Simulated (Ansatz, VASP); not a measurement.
One calculation of TiB, two programs

```
Ti B
1.0
     0.00000    2.45334    2.45334
     2.45334    0.00000    2.45334
     2.45334    2.45334    0.00000
Ti B
1 1
Direct
  0.75000 0.75000 0.75000
  0.00000 0.00000 0.00000
```

Alike in both runs: functional PBEsol; k mesh 8 × 8 × 8; occupations gaussian, width 0.1 eV; no spin polarisation.

Ansatz relaxed the structure, and its values are those at the end. VASP's run is a single point on that final structure, the one shown.

```csv
,VASP,Ansatz
version,VASP 6.6.1,Ansatz 0.2.0
potentials or method,"VASP PAW PBE potentials, release 64 (Ti_sv, B)","scalar-relativistic, plane waves, PAW"
plane-wave cutoff (eV),520,420
valence electrons in the cell,15,15
```

|  | VASP | Ansatz | Ansatz less VASP |
| --- | --- | --- | --- |
| gap on the k mesh at the Fermi level (eV) | none | none | - |
| pressure (GPa) | 0.1 | 0.1 | +0.01 |

A gap of «none» marks a metal or a gap that the smearing closes.

Caveats: the PAW data sets were made with another functional, which shifts forces and pressure a little (VASP).
